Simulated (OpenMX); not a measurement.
Crystal: GaAs.

```
As Ga
1.0
     0.00000    2.82685    2.82685
     2.82685    0.00000    2.82685
     2.82685    2.82685    0.00000
As Ga
1 1
Cartesian
  4.2403 4.2403 4.2403
  0.0000 0.0000 0.0000
```

Base run:

```yaml
Program: OpenMX 3.8.5
Functional: LDA
Potentials_or_basis: OpenMX 2013 LDA set, As7.0-s3p2d2, Ga7.0-s3p2d2, grid cutoff 500 Ry
k_mesh: 9 × 9 × 9
Occupations: fermi-dirac, width 0.05 eV
Spin: no spin polarisation
```

Its results: band gap on the k mesh 0.48 eV, direct; pressure 0.8 GPa.

The run is repeated on the same cell with these changes: functional from LDA to PBE; potentials or basis from OpenMX 2013 LDA set, As7.0-s3p2d2, Ga7.0-s3p2d2, grid cutoff 500 Ry to OpenMX 2013 PBE set, As7.0-s3p2d1, Ga7.0-s2p2d1, grid cutoff 500 Ry. What comes out?

Band gap on the k mesh 0.63 eV, direct; pressure 7.0 GPa.

Caveats: the basis of atomic orbitals isn't converged, which shifts pressures, moduli and gaps.
